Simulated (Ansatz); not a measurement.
# Os/AlN/Al: conductance against the thickness of the layer, part 6 of 6

Aim: the conductance of Os/AlN/Al junctions as the barrier thickens. The lower electrode is Os hcp(0001), the upper one Al fcc(111); the barrier is AlN rock salt(111) (Al and Al faces). In the first transport cell, after relaxation, the nearest pair of electrode and barrier is Os–Al at 2.66 Å, at a slant, at the lower face and Al–Al at 2.78 Å, at a slant, at the upper one. All share a net of side 2.75 Å, which strains the lower electrode by +0.0 %, the upper one by -3.7 % and the barrier by -4.5 %, against typed lattice constants near PBE's. The first steps treat the bulk electrodes alone.

Ansatz 0.2.0; PBE DFT, plane waves, PAW files (the session's first sound run).

So far. Step 10 (Conductance, atomic planes in the barrier 13, gap …): G = 2.0e10 S/m² (1/G = 49.3 Ω µm²), 0.16 times the step before of this kind. The largest error estimate is 25 %, from the mesh across the current. In the worse lead the potential repeats within 32 meV, which the program flags as too much for a lead, so G carries that doubt. Step 12 (Decay with thickness): From the end points alone, β = ln(2.57e+13 / 2.03e+10) / 9.46 Å = 7.14 / 9.46 Å = 0.76 Å⁻¹.

**14. A repeat with changed settings, 24 atoms**

This step: PBE DFT, plane waves, PAW files; ballistic transmission by layer matching between semi-infinite leads; changed: output.transmission.kmesh = [15, 15], output.transmission.kmesh = [15, 15] (Ansatz 0.2.0).

System of this step: Os/AlN/Al. The cell holds 24 atoms: 11 Os, 11 Al and 2 N. Cell: a = 2.750 Å, b = 2.750 Å, c = 61.919 Å, α = 90.0°, β = 90.0°, γ = 120.0°. Regions: left electrode, 11 atoms (11 Os); barrier, 5 atoms (3 Al and 2 N); right electrode, 8 atoms (8 Al). Vacuum lies along c.

This run repeats an earlier one, its twin (the conductance run, 5 atomic planes between the electrodes), with one setting changed (output.transmission.kmesh; files written aside). It is meant to test whether the mesh across the current is converged. Where the input is shown as a difference, that is against the step before, not the twin.

The input, input.yaml:

```yaml
crystal:
  lattice:
    - [2.75, 0.0, 0.0]
    - [-1.375, 2.3815698604, 0.0]
    - [0.0, 0.0, 61.9190196522]
  atoms:
    - { symbol: Os, position: [0.33333333, 0.66666667, 0.1130508855] }
    - { symbol: Os, position: [0.0, 0.0, 0.1481965885] }
    - { symbol: Os, position: [0.33333333, 0.66666667, 0.1833422914] }
    - { symbol: Os, position: [0.0, 0.0, 0.2184879944] }
    - { symbol: Os, position: [0.33333333, 0.66666667, 0.2536336974] }
    - { symbol: Os, position: [0.0, 0.0, 0.2887794004] }
    - { symbol: Os, position: [0.33333333, 0.66666667, 0.3239251033] }
    - { symbol: Os, position: [0.0, 0.0, 0.3590708063] }
    - { symbol: Os, position: [0.33333333, 0.66666667, 0.3942165093] }
    - { symbol: Os, position: [0.0, 0.0, 0.4293622122] }
    - { symbol: Os, position: [0.33333333, 0.66666667, 0.4645269069] }
    - { symbol: Al, position: [0.66666667, 0.33333333, 0.498970929] }
    - { symbol: "N", position: [0.0, 0.0, 0.5186721803] }
    - { symbol: Al, position: [0.33333333, 0.66666667, 0.5374506394] }
    - { symbol: "N", position: [0.66666667, 0.33333333, 0.5568313837] }
    - { symbol: Al, position: [0.0, 0.0, 0.5761226702] }
    - { symbol: Al, position: [0.33333333, 0.66666667, 0.6129400139] }
    - { symbol: Al, position: [0.66666667, 0.33333333, 0.6519517125] }
    - { symbol: Al, position: [0.0, 0.0, 0.6911179461] }
    - { symbol: Al, position: [0.33333333, 0.66666667, 0.7302841798] }
    - { symbol: Al, position: [0.66666667, 0.33333333, 0.7694504135] }
    - { symbol: Al, position: [0.0, 0.0, 0.8086166472] }
    - { symbol: Al, position: [0.33333333, 0.66666667, 0.8477828808] }
    - { symbol: Al, position: [0.66666667, 0.33333333, 0.8869491145] }
kpoints:
  mp_grid: { grid: [12, 12, 1] }
scf:
  occupations: { method: fermi_dirac, width: 0.1 }
  max_iter: 150
hamiltonian:
  xc: pbe
output:
  transmission:
    kmesh: [15, 15]
    e_range: [-0.26, 0.27]
    de: 0.0375
    leads: [[4, 6], [20, 21]]
```

Launch:

```sh
$ ansatz run input.yaml --threads 4 --pin off --max-ram 10240MiB --backend cpu --events-out ev --progress --plain --runs-dir out
```

Numbers of over 12 decimals in the logs are rounded to 6 here.

Output:

```text
[...]
Crystal: 24 atoms, lattice volume = 405.527 Å³
Basis set: ecut = 420 eV, 7929 PW (Γ)
Bands: 134, of which v1, the nominal top of the filled ones, is band 110 counted from 1 (109 counted from 0)
Symmetry: 6 space group operations
[...]
k-points: 19 of 144 (time reversal used)
[...]
SCF iter   1: F=—  HF=-131913.427729 eV  |F-HF|=—  |Δ(HF+E_count)|=         —  Δρ=1.62e-2  dr2=1.57e2  ethr=1.77e-3  ⟨swp⟩=8.6  Hψ=11820  notcnv=0  defer=4
[...]
SCF iter   9: F=-131912.946653 eV  HF=-131912.946654 eV  |F-HF|=3.39e-8  |Δ(HF+E_count)|=   3.45e-8  Δρ=1.67e-6  dr2=4.84e-8  ethr=4.57e-11  ⟨swp⟩=10.3  Hψ=7680  notcnv=0
SCF 1 converged in 9 iterations: F = -131912.946653 eV  dr2 = 4.84e-8
[...]
transmission: 127 of 1269 steps passed
transmission: 256 of 1269 steps passed
[...]
transmission: 1269 of 1269 steps passed
SCF converged after 9 iterations
Free energy (F): -131912.946653 eV
[...]
Internal energy: -131912.591444 eV  (E = F + TS)
E sigma→0 (E₀):  -131912.769049 eV
Entropy (-TS):   -0.355209 eV (-14.800 meV/atom)
Fermi energy:    12.965531 eV
[...]
--- Band table (eV; the first three rows and the last of 19) ---
  k-point 0: bands = [... 106 lower, 11.5867, 11.6952, 11.9344, 11.9344, 12.3879, 12.3879, 12.4607, 12.5568, ... 20 higher]
  k-point 1: bands = [... 106 lower, 11.3295, 11.4421, 11.7838, 11.8238, 11.9162, 12.2357, 12.2916, 12.4779, ... 20 higher]
  k-point 2: bands = [... 106 lower, 11.5684, 11.6010, 11.6427, 11.6924, 11.8721, 12.0602, 12.2396, 12.4940, ... 20 higher]
  k-point 18: bands = [... 106 lower, 11.8039, 12.0113, 12.0225, 12.3902, 12.5936, 13.3033, 13.6611, 13.8443, ... 20 higher]
--- Transmission ---
  basis      : 55 plane waves across, 47 finite elements along
  points     : 27, standing for a mesh of 15 x 15
[...]
filled         : 9.3 meV over the level at which it is neutral
    channels       : 1.191111e0 a spin
[...]
slowest decay  : 0.0735 /Å at (0.2667, 0.0667)
[...]
filled         : 27.3 meV under the level at which it is neutral
    channels       : 1.257778e0 a spin
[...]
slowest decay  : 0.0281 /Å at (0.3333, 0.2667)
  junction   : crystal 0 to crystal 1, 18.27 to 44.71 Å
    transmission   : 1.872018e-2 a spin
    conductance    : 2.2578e13 S/m² at 300 K (2.2619e13 on every other energy)
[...]
resistance     : 4.3611e-2 Ω µm² beyond half of each lead's own
```

Elapsed: 37 s, on 4 threads of Intel Xeon Platinum 8375C at 2.90GHz (Ice Lake), shared host; peak memory 1.8 GiB.

Residual by cycle:

cycle, log10 residual and a bar from the least value:
```
        1        2.2 ##############################
        2        0.1 #######################
        3       -1.5 ##################
        4       -2.5 ###############
        5       -3.3 #############
        6       -4.3 #########
        7       -5.3 ######
        8       -6.4 ###
        9       -7.3
```

The run finished with changed settings (output.transmission.kmesh = [15, 15] and output.transmission.kmesh = [15, 15]); it serves as a test.

The conductance is 2.3e13 S/m² against 2.6e13 S/m² in the twin: a change of -12 %, at 0.50 times the CPU time.

Side by side:

| quantity | this run | sound run | difference |
| --- | --- | --- | --- |
| transmission at the Fermi level (a spin, zone mean) | 0.018720 | 0.022454 | -0.00373 |
| channels of the lower lead | 1.1911 | 1.2211 | -0.0300 |
| channels of the upper lead | 1.2578 | 1.3011 | -0.0433 |
| ballistic conductance of the lower lead (S/m²) | 1.418e15 | 1.419e15 | -6.0e11 |
| ballistic conductance of the upper lead (S/m²) | 1.530e15 | 1.533e15 | -3.4e12 |
| junction conductance (S/m²) | 2.258e13 | 2.569e13 | -3.1e12 |
| resistance-area product beyond the leads (Ω um²) | 0.043611 | 0.038247 | 0.00536 |

The two runs differ clearly in the transmission at the Fermi level (a spin, zone mean): 0.0187 against 0.0225.

**15. Summary of results**

```
1/G at 9.19 Å gap : 0.0389 Ω um²
1/G at 18.6 Å gap : 49.3 Ω um²
decay constant β  : 0.76 Å⁻¹
```

A fit of ln G against d gives β = 0.76 Å⁻¹, and step by step the slopes are 0.71, 0.81, 0.71 and 0.79 Å⁻¹. They agree within a fifth, so G falls as one exponential, by a factor of ten every 3.0 Å. At the Fermi level the layers of the barrier in the wide-window run (9 planes) hold from 0.0016 to 0.18 states an eV and atom. A semilocal functional narrows gaps, which tends to make the decay too slow. The program's largest error estimate on these conductances is 25 %, from the mesh across the current, in the run that gave 2.0e10 S/m². In 5 of these 5 runs a lead's potential steps by more than 25 meV, which the program flags as too much. No spin-orbit coupling, phonons, disorder or image charges enter; the interfaces are ordered, one cell wide and lattice-matched by strain. Semilocal gaps are too small, which can bring a band edge of the barrier nearer to the Fermi level than it is.

[Logs are printed without paths, hosts, clocks, repeated set-up lines and the standing remarks that a program may print on its own settings, such as how far it seeks lower states.]

[Hosts, paths, dates, database ids (printed as entryN), source tags and the programs' standing remarks are cut or masked in the printed files.]
